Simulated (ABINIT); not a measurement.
The system is GaN.

```
Ga N
1.0
     3.18000    0.00000    0.00000
    -1.59000    2.75396    0.00000
     0.00000    0.00000    5.16600
Ga N
2 2
Direct
  0.66667 0.33333 0.50000
  0.33333 0.66667 0.00000
  0.66667 0.33333 0.87500
  0.33333 0.66667 0.37500
```

Base run:

```yaml
Program: ABINIT 10.8.3 (patched build)
Functional: RPBE
Potentials_or_basis: JTH PAW PBE v2.0
Cutoff: 844 eV
k_mesh: 10 × 10 × 5
Occupations: fermi-dirac, width 0.05 eV
Spin: no spin polarisation
```

Its results: band gap on the k mesh 2.00 eV, direct; pressure 12.2 GPa; largest force 0.143 eV/Å.

Task: The run is repeated on the same cell with these changes: functional from RPBE to revPBE. What comes out?

Result: Band gap on the k mesh 1.98 eV, direct; pressure 11.0 GPa; largest force 0.142 eV/Å.

Caveats: the PAW data sets were made with another functional, which shifts forces and pressure a little.
